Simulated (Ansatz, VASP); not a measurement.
# Two plane-wave programs on Ge

File INCAR:

```
PREC = Accurate
ENCUT = 520
EDIFF = 1E-6
ISMEAR = 0
SIGMA = 0.15
LREAL = F
LASPH = T
NELM = 60
ALGO = Normal
ISIF = 2
LWAVE = F
LCHARG = T
GGA = PS
LELF = T
LVHAR = T
NBANDS = 21
```

The input KPOINTS:

```
Automatic mesh
0
Gamma
  10 10 10
```

POSCAR

```
Ge
1.0
    0.0386935345      2.9769319415      2.9969934424
    3.1005499369     -0.1374766991      3.1731636760
    2.8250864308      2.8776386690      0.1379868071
Ge
2
Direct
    0.5072754515      0.4216495915      0.5215237509
    0.7427245485      0.8283504085      0.7284762491
```

Input for Ansatz:

```yaml
crystal:
  lattice:
    - [0.0386935345, 2.9769319415, 2.9969934424]
    - [3.1005499369, -0.1374766991, 3.173163676]
    - [2.8250864308, 2.877638669, 0.1379868071]
  atoms:
    - { symbol: Ge, position: [0.5072754515, 0.4216495915, 0.5215237509] }
    - { symbol: Ge, position: [0.7427245485, 0.8283504085, 0.7284762491] }
basis:
  ecutwfc: 420
kpoints:
  mp_grid: { grid: [10, 10, 10] }
hamiltonian:
  xc: pbesol
scf:
  occupations: { method: gaussian, width: 0.15 }
output:
  forces: true
  stress: true
  eigenvalues: true
```

Change from the starting cell: all atoms moved at random, sigma 0.25 Å a component, cell strained at random, sigma 0.06.

Alike in both runs: task single point; functional PBEsol; k mesh 10 × 10 × 10; occupations gaussian, width 0.15 eV; no spin polarisation.

|  | VASP | Ansatz |
| --- | --- | --- |
| version | VASP 6.6.1 | Ansatz 0.2.0 |
| potentials or method | VASP PAW PBE potentials, release 64 (Ge_d) | scalar-relativistic, plane waves, PAW |
| plane-wave cutoff (eV) | 520 | 420 |
| valence electrons in the cell | 28 | 28 |

```csv
,VASP,Ansatz,Ansatz less VASP
gap on the k mesh at the Fermi level (eV),none,none,-
pressure (GPa),-1.4,-1.0,+0.32
largest component of the traceless stress (GPa),5.24,5.28,+0.036
rms of the force components (eV/Å),2.657,2.663,+0.0063
```

Atom by atom the forces differ by 0.006 eV/Å (rms over components). A gap of «none» marks a metal or a gap that the smearing closes.

Caveats: the PAW data sets were made with another functional, which shifts forces and pressure a little (VASP).
